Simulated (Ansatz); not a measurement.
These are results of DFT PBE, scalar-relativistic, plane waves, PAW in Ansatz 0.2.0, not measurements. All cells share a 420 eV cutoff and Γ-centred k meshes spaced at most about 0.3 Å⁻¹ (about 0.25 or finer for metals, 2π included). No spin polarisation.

Energies over the elements count from the elements' standard structures at the same level (N₂ as a molecule), with no fitted energy shifts.

These are static total energies at zero pressure. The comparison covers the computed candidates alone. The cell is a metal run without spin; a magnetic state may lie lower.

A search for Zr₅N gave 7 distinct relaxed structures. Coordination counts Zr atoms around N (those within 1.25 times the shortest such distance or 1.15 times the sum of covalent radii; a plus sign parts nearer from farther groups). Cells relaxed within their symmetry can be saddle points.

Task: Which structure of Zr₅N came out lowest?

Result: The one with space group P-6m2 (No. 187), reached from: CeMg5 type (P-6m2). It has a = 3.183 Å, c = 13.553 Å, 19.8 Å³/atom, no gap on the mesh. Around Zr on a site of symmetry 3m lie 3 N at 2.34 Å, 1 Zr at 2.91 Å and 9 Zr at 3.18–3.28 Å; Zr on a second site of symmetry 3m is surrounded by 12 Zr at 3.18–3.28 Å; around Zr on a site of symmetry -6m2 lie 12 Zr at 3.18–3.19 Å; N has 6 Zr at 2.34 Å. Its energy over the elements is −0.38 eV/atom. Whether it is stable depends on the other phases of the system, which aren't compared here. An observed structure of this formula, if there is one, may be missing.

```
Zr N
1.0
     3.18324    0.00000    0.00000
    -1.59162    2.75677    0.00000
     0.00000    0.00000   13.55279
Zr N
5 1
Direct
  0.33333 0.66667 0.89265
  0.00000 0.00000 0.69215
  0.33333 0.66667 0.50000
  0.00000 0.00000 0.30785
  0.33333 0.66667 0.10735
  0.00000 0.00000 0.00000
```

Task: How much higher is the P6/mmm structure with 20.3 Å³/atom and coordination N 2+12 (reached from: random cell)?

Result: 1.12 eV/atom. It has no gap on its mesh.

Task: How much higher is the F-43m structure with 29.5 Å³/atom and coordination N 4 (reached from: random cell)?

Result: 0.89 eV/atom. It has no gap on its mesh.

Some structure types and database cells were kept out of the candidates from the start, so a known form may be missing.
